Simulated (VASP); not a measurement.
Set up this calculation in VASP 6.6.1, as the native input.

- Task: single point
- Functional: PBE
- Potentials or basis: VASP PAW PBE potentials, release 64 (Ca_sv, Se)
- Cutoff: 520 eV
- k mesh: 8 × 8 × 8
- Occupations: fermi-dirac, width 0.02 eV
- Spin: no spin polarisation
- Dipole correction: no
- Further INCAR settings: ALGO = Normal; EDIFF = 1e-06; NBANDS = 15

The structure of CaSe lies in POSCAR:

```
CaSe
1.0
   -0.0902130674      2.8773220443      2.8773220443
    2.8773220443     -0.0902130674      2.8773220443
    2.8773220443      2.8773220443     -0.0902130674
Ca Se
1 1
Direct
    0.0000000000      0.0000000000      0.0000000000
    0.5000000000      0.5000000000      0.5000000000
```

The cell was built by a generator and needn't be a form met in nature.

The cell isn't the ideal one: shear_111 strain -4.6%.

These files were run (other wordings do the same):

INCAR

```
SYSTEM = CaSe
  PREC = Accurate
  ENCUT = 520
  EDIFF = 1E-6
  ISMEAR = -1
  SIGMA = 0.02
  LREAL = .FALSE.
  LASPH = .TRUE.
  NELM = 100
  ALGO = Normal
  ISIF = 2
  LWAVE = .FALSE.
  LCHARG = .FALSE.
  GGA = PE
  NBANDS = 15
```

KPOINTS

```
regular mesh
0
G
  8 8 8
  0 0 0
```

Potentials or basis: VASP PAW PBE potentials, release 64 (Ca_sv, Se).

Command:

```console
$ cat potpaw_PBE.64/Ca_sv/POTCAR potpaw_PBE.64/Se/POTCAR > POTCAR
$ mpirun -np 1 vasp_std > vasp.out
```

It gave:

| Property | Result |
| --- | --- |
| Pressure | 3.3 GPa |
| Band gap on the k mesh | 1.75 eV, indirect (least direct gap 2.76 eV) |

Run time: 17 s on 1 thread of Intel(R) Xeon(R) 6975P-C (Granite Rapids), with other jobs on the host, peak memory 0.2 GiB.
